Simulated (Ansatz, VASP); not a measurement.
**InAs in two plane-wave programs**

Aim: how closely do two programs agree when they are given the same cell, functional and k mesh? The cell is taken from a series of VASP runs on this material, whose earlier steps may have relaxed, scaled or displaced it; both programs get it as it stands.

Main program and level: Ansatz 0.2.0; plane waves, with VASP 6.6.1 beside it; zone-centre phonons at PBEsol with D3(BJ).

## Step 1: Set-up

The structure is cubic, space group F-43m (No. 216). Conventional cell: a = 6.032 Å, b = 6.032 Å, c = 6.032 Å, α = 90.00°, β = 90.00°, γ = 90.00°. In has 4 As at 2.61 Å nearest. Nearest to As lie 4 In at 2.61 Å. Farther neighbours are not listed.

## Step 2: Ansatz: zone-centre phonons, PBEsol with D3(BJ)

Ansatz runs on its default PAW (the set named soft_2) files.

Second derivatives magnify differences that forces hide, and they need a tight electronic threshold.

input.yaml

```yaml
crystal:
  lattice:
    - [0.0, 3.0160075327, 3.0160075327]
    - [3.0160075327, 0.0, 3.0160075327]
    - [3.0160075327, 3.0160075327, 0.0]
  atoms:
    - { symbol: In, position: [0.0, 0.0, 0.0] }
    - { symbol: As, position: [0.75, 0.75, 0.75] }
hamiltonian:
  xc: pbesol
  pseudopotentials: { kind: paw }
  dispersion: d3bj
kpoints:
  mp_grid: { grid: [6, 6, 6] }
scf:
  occupations: { method: gaussian, width: 0.03 }
phonons:
  method: dfpt
  qpoints: [[0, 0, 0]]
```

The run is started by

```sh
$ ansatz run input.yaml --threads 4 --pin off --max-ram 9216MiB --backend cpu --events-out ev --progress --plain --runs-dir out
```

Numbers of over 12 decimals in the logs are rounded to 6 here.

The program printed:

```text
zone centre: on kpoints.mp_grid the ground state, and the responses unless they are solved on pairs of k-points, stand on 30 of the mesh's 216 k-points, reduced under 8 symmetry operations, with k and −k counted as one. Each operation leaves every solved displacement unchanged or reverses it
Engine: ansatz 0.2.0, aarch64-unknown-linux-gnu
Pseudopotentials: kind: paw
Pseudopotential: In, paw, valence charge 13, recommended cutoff 420 eV (normal), In.paw.azcp
Pseudopotential: As, paw, valence charge 15, recommended cutoff 420 eV (normal), As.paw.azcp
Functional definition: PBEsol
  exchange = pbesol_x
  correlation = pbesol_c
Crystal: 2 atoms, lattice volume = 54.869 Å³
Basis set: ecut = 420 eV, 1067 PW (Γ), exchange–correlation on 60×60×60 points (8 copies of the dense FFT grid, shifted against one another)
Bands: 18, of which v1, the nominal top of the filled ones, is band 14 counted from 1 (13 counted from 0)
Symmetry: 24 space group operations
k-points: 30 of 216 (irreducible under 8 space group operations, time reversal used)
Non-local potential: In, projectors of the file, l = 0: 2, l = 1: 2, l = 2: 2, l = 3: 2
Non-local potential: As, projectors of the file, l = 0: 2, l = 1: 2, l = 2: 3, l = 3: 1
PAW form: soft (Blöchl's): semilocal exchange-correlation on the pseudo side does not see the compensation charge
PAW frozen core: In, regenerated for the run's functional, and the local potential with it (the file was generated under x = pbe(κ = 0.804, μ = 0.219515), c = pbe(β = 0.066725))
PAW frozen core: As, regenerated for the run's functional, and the local potential with it (the file was generated under x = pbe(κ = 0.804, μ = 0.219515), c = pbe(β = 0.066725))
PAW one-centre angular grid: In, 590 points (default); XC on 64 Gauss nodes
PAW one-centre angular grid: As, 590 points (default); XC on 64 Gauss nodes
Initial density: superposition of atomic densities (neutral atoms: chi_scale 0, normalization atom), corrected by the library's trained network
Initial wavefunctions: pseudopotential atomic-orbital guess
Functional: x = pbesol(κ = 0.804, μ = 0.123457), c = pbesol(β = 0.046)
SCF iter   1: F=—  HF=-10339.443200 eV  |F-HF|=—  |Δ(HF+E_count)|=         —  Δρ=4.20e-3  dr2=1.56e-2  ethr=1.77e-3  ⟨swp⟩=6.0  Hψ=2575  notcnv=0
preconditioner: auto → none  [insulator: Δε(μ)=0.842 eV  Ē_g=14.660 eV  σ=0.030 eV  W_gap=0.67  n_scr=14 (ndim 8)  ℏωp=21.3 eV  f_vac=0.105  D(μ)=0.48/eV (n_scr^D=0)  ε∞_Penn≈3.1]
SCF iter   2: F=—  HF=-10339.437020 eV  |F-HF|=—  |Δ(HF+E_count)|=   6.18e-3  Δρ=1.28e-3  dr2=7.10e-4  ethr=5.59e-5  ⟨swp⟩=2.2  Hψ=1077  notcnv=0
SCF iter   3: F=—  HF=-10339.436949 eV  |F-HF|=—  |Δ(HF+E_count)|=   7.03e-5  Δρ=4.42e-4  dr2=1.03e-4  ethr=2.53e-6  ⟨swp⟩=2.0  Hψ=961  notcnv=0
SCF iter   4: F=—  HF=-10339.436976 eV  |F-HF|=—  |Δ(HF+E_count)|=   2.66e-5  Δρ=1.86e-4  dr2=1.17e-5  ethr=3.69e-7  ⟨swp⟩=2.0  Hψ=649  notcnv=0
SCF iter   5: F=—  HF=-10339.436983 eV  |F-HF|=—  |Δ(HF+E_count)|=   7.49e-6  Δρ=1.11e-5  dr2=4.57e-8  ethr=4.16e-8  ⟨swp⟩=2.0  Hψ=639  notcnv=0
SCF iter   6: F=—  HF=-10339.436984 eV  |F-HF|=—  |Δ(HF+E_count)|=   5.98e-7  Δρ=3.46e-6  dr2=4.48e-9  ethr=1.63e-10  ⟨swp⟩=2.6  Hψ=902  notcnv=0
SCF iter   7: F=—  HF=-10339.436984 eV  |F-HF|=—  |Δ(HF+E_count)|=   6.79e-9  Δρ=5.53e-7  dr2=1.14e-10  ethr=1.60e-11  ⟨swp⟩=2.0  Hψ=806  notcnv=0
SCF iter   8: F=-10339.436984 eV  HF=-10339.436984 eV  |F-HF|=7.28e-12  |Δ(HF+E_count)|=  3.27e-11  Δρ=1.37e-7  dr2=7.76e-12  ethr=1.00e-12  ⟨swp⟩=6.0  Hψ=2270  notcnv=0
SCF 1 converged in 8 iterations: F = -10339.436984 eV  dr2 = 7.76e-12
  greatest PAW one-centre occupation: 0.999 electrons in one spin orbital (limit 2), on the As atom at site 1 (counted from 0), in its partial waves of l = 2
DFPT response loops at Γ: preconditioner auto → Kerker (q_TF=auto, 2.439 Å⁻¹) (partly filled bands, converged f_vac=0.088); β = 1.00, the filter's whole step (`scf.mixing.beta` (0.50) is not read by the response loops under this deck's `scf.mixing.preconditioner`; to damp them name `kerker` or `kerker_dos`, under which they read `scf.mixing.beta`, and type it under 1.00, their step now; both keys bind the ground state too); Broyden in place of MSR1
SCF converged after 8 iterations
Free energy (F): -10339.436984 eV
Harris-Foulkes:  -10339.436984 eV  (|F-HF|=7.28e-12)
Internal energy: -10339.436770 eV  (E = F + TS)
E sigma→0 (E₀):  -10339.436877 eV
Entropy (-TS):   -0.000214 eV (-0.107 meV/atom)
Fermi energy:    7.825443 eV
--- Per-component energies (eV) ---
  E_band       = -313.104501
  E_kinetic    = 347.571446
  E_local      = -3267.999288  (includes V_loc(G=0)·N_el)
  E_nonlocal   = -299.724405
  E_hartree    = 1579.579563
  E_xc         = -292.216076
  E_vxc        = -179.260558  (∫ρ·V_xc dr)
  E_paw        = -5877.744907  (= ΣΔE_a)
  E_vpaw       = -72.850955  (= ΣTr[D̂ρ^β])
  E_aug_tail   = 0.000034  (compensation charges beyond the density's cutoff)
  E_ewald      = -2529.469360
  E_disp       = -0.636108  (pairwise vdW)
  E_core_change = 1.202331  (= ΣΔE_core)
  E_smearing   = -0.000214  (= −TS)
  E_closure    = -0.000000  (closes the sum)
  Σ components = -10339.436984   (vs F -10339.436984, Δ=0.00e0)
--- Band table (eV; the first three rows and the last of 30) ---
  k-point 0: bands = [... 10 lower, -4.1252, 7.5621, 7.8163, 7.8163, 7.8163, 11.6818, 11.6818, 11.6818]
  k-point 1: bands = [... 10 lower, -3.8364, 5.2706, 7.4955, 7.4955, 9.0189, 12.0770, 12.1328, 12.1328]
  k-point 2: bands = [... 10 lower, -3.1177, 3.0159, 7.0083, 7.0083, 8.8629, 12.4939, 12.4939, 13.8944]
  k-point 29: bands = [... 10 lower, -2.0253, 2.0137, 4.9485, 5.0007, 10.8155, 11.2177, 14.2102, 14.7441]
--- Phonons (Γ-DFPT): 2 representative perturbations + reference, on 30 of 216 k-points (Σ response iterations 6) ---
  k mesh reduced under 8 symmetry operations, with k and −k counted as one. Each operation leaves every solved displacement unchanged or reverses it
  ASR residual: 2.194e-4 → 0.000e0 eV/Å²; symmetrization residual: 5.941e-6 eV/Å²
  pairwise dispersion correction: d3bj (s6 = 1.0, s8 = 2.9491, a1 = 0.4466, a2_bohr = 6.1742), with the weights of each atom's references fixed at the reference crystal's, and the forces and stress that the weights' published response gives there kept as a pressure on the atom's counted neighbours (hamiltonian.dispersion)
  ASR residual per site (eV/Å²): 2.19e-4 2.78e-5
  Γ frequencies (cm⁻¹): 0.00 0.00 0.00 201.51 201.51 201.51
  non-analytic LO–TO correction: not included (Born effective charges unavailable; polar crystals: no LO–TO splitting at Γ)
--- Phonons (arbitrary-q DFPT): 1 explicit q-point ---
  q = [0, 0, 0] (of the zone-centre solve; hermiticity 1.76e-6, symmetrization 2.78e-13): -0.00 0.00 0.00 201.51 201.51 201.51
  sum rule: each row above includes the acoustic sum rule's correction from the zone centre's row sums; it moved no ω² by more than (0.72 cm⁻¹)²
```

The job ended after 3.1 s (4 threads of Arm Neoverse V1, shared host; peak memory 0.45 GiB; 11 s of CPU time).

The column dr2 measures how far the density is from self-consistency, as an energy; F and HF (Harris–Foulkes) agree once it is small.

## Step 3: VASP: zone-centre phonons, PBEsol with D3(BJ)

The same cell, functional, mesh and smearing now go to VASP, with its own data sets and cutoff.

Lines of VASP's logs that name or quote its potential files are left out, and so is its time.

INCAR

```
SYSTEM = InAs
PREC = Accurate
ENCUT = 450
EDIFF = 1E-08
NELM = 100
ISMEAR = 0
SIGMA = 0.03
LREAL = .FALSE.
ALGO = Normal
GGA = PS
IVDW = 12
NBANDS = 15
LORBIT = 11
LWAVE = .FALSE.
LCHARG = .FALSE.
KPAR = 2
IBRION = 6
NFREE = 2
POTIM = 0.015
NSW = 1
ISIF = 2
```

POSCAR

```
InAs
1.0
    0.0000000000      3.0160075327      3.0160075327
    3.0160075327      0.0000000000      3.0160075327
    3.0160075327      3.0160075327      0.0000000000
In As
1 1
Direct
    0.0000000000      0.0000000000      0.0000000000
    0.7500000000      0.7500000000      0.7500000000
```

KPOINTS

```
Automatic mesh
0
Gamma
6 6 6
0 0 0
```

Potentials, in the order of the species: In_d and As (PBE family, release 64).

The run is started by

```sh
$ mpirun -np 2 vasp_std
```

The program printed:

```text
[banner, memory and clock lines left out]
running    2 mpi-ranks, on    1 nodes
 distrk:  each k-point on    1 cores,    2 groups
 distr:  one band on    1 cores,    1 groups

 POSCAR found type information on POSCAR InAs
 POSCAR found :  2 types and       2 ions
|                                                                             |
|               ----> ADVICE to this user running VASP <----                  |
|                                                                             |
|     You enforced a specific xc type in the INCAR file but a different       |
|     [... a line on the potential file left out ...]
|     I HOPE YOU KNOW WHAT YOU ARE DOING!                                     |
|                                                                             |

 LDA part: xc-table for (Slater+PW92), standard interpolation
 POSCAR, INCAR and KPOINTS ok, starting setup
 FFT: planning ... GRIDC
 FFT: planning ... GRID_SOFT
 FFT: planning ... GRID
 WAVECAR not read
 entering main loop
       N       E                     dE             d eps       ncg     rms          rms(c)
DAV:   1     0.105368065678E+03    0.10537E+03   -0.76245E+03   480   0.114E+03
DAV:   2    -0.137307214816E+01   -0.10674E+03   -0.10244E+03   494   0.283E+02
DAV:   3    -0.858097023056E+01   -0.72079E+01   -0.71758E+01   648   0.767E+01
DAV:   4    -0.875877623645E+01   -0.17781E+00   -0.17777E+00   589   0.136E+01
DAV:   5    -0.876728899628E+01   -0.85128E-02   -0.85126E-02   720   0.253E+00    0.452E+00
DAV:   6    -0.849481728676E+01    0.27247E+00   -0.41726E-01   743   0.122E+01    0.247E+00
DAV:   7    -0.846171695892E+01    0.33100E-01   -0.11382E-01   705   0.353E+00    0.701E-01
DAV:   8    -0.846012344703E+01    0.15935E-02   -0.13086E-02   614   0.137E+00    0.197E-01
DAV:   9    -0.846035647865E+01   -0.23303E-03   -0.82600E-04   557   0.252E-01    0.111E-01
DAV:  10    -0.846043482548E+01   -0.78347E-04   -0.13872E-04   662   0.192E-01    0.612E-02
DAV:  11    -0.846045554385E+01   -0.20718E-04   -0.52153E-05   557   0.108E-01    0.343E-02
DAV:  12    -0.846045522767E+01    0.31618E-06   -0.44500E-06   630   0.266E-02    0.543E-03
DAV:  13    -0.846045525911E+01   -0.31442E-07   -0.11235E-06   599   0.567E-03    0.281E-03
DAV:  14    -0.846045520285E+01    0.56259E-07   -0.51514E-08   621   0.249E-03    0.856E-04
DAV:  15    -0.846045522991E+01   -0.27059E-07   -0.28491E-09   401   0.853E-04    0.398E-04
DAV:  16    -0.846045525040E+01   -0.20497E-07   -0.87290E-10   331   0.370E-04    0.918E-05
DAV:  17    -0.846045525067E+01   -0.26944E-09   -0.57150E-10   317   0.211E-04
   1 F= -.90963742E+01 E0= -.90962670E+01  d E =-.214253E-03
[...]
2 F= -.90955883E+01 E0= -.90955189E+01  d E =-.138724E-03
[...]
3 F= -.90955882E+01 E0= -.90955189E+01  d E =-.138740E-03
[...]
4 F= -.90955901E+01 E0= -.90955207E+01  d E =-.138688E-03
 Finite differences progress:
  Degree of freedom:   2/  2
  Displacement:        1/  2
  Total:               3/  4
 bond charge predicted
       N       E                     dE             d eps       ncg     rms          rms(c)
DAV:   1    -0.845888759002E+01    0.78399E-03   -0.28488E-01  1394   0.230E+00    0.191E-01
DAV:   2    -0.845974988888E+01   -0.86230E-03   -0.10760E-02  1758   0.684E-01    0.620E-02
DAV:   3    -0.845967789104E+01    0.71998E-04   -0.15518E-04  1626   0.138E-01    0.232E-02
DAV:   4    -0.845967154882E+01    0.63422E-05   -0.35435E-05  2175   0.588E-02    0.966E-03
DAV:   5    -0.845967158449E+01   -0.35664E-07   -0.31240E-06  1611   0.143E-02    0.282E-03
DAV:   6    -0.845967162584E+01   -0.41357E-07   -0.24293E-07  1843   0.345E-03    0.959E-04
DAV:   7    -0.845967163388E+01   -0.80342E-08   -0.12679E-08  1424   0.186E-03
   5 F= -.90955901E+01 E0= -.90955207E+01  d E =-.138713E-03
 Finite differences progress:
  Degree of freedom:   2/  2
  Displacement:        2/  2
  Total:               4/  4
```

(Continued in part 2 of 2.)

[Lines on the potential files, build, host, timing and source positions are cut from VASP's logs without a mark.]

[Logs are printed without paths, hosts, clocks, repeated set-up lines and the standing remarks that a program may print on its own settings, such as how far it seeks lower states.]

[Hosts, paths, dates, database ids (printed as entryN), source tags and the programs' standing remarks are cut or masked in the printed files.]
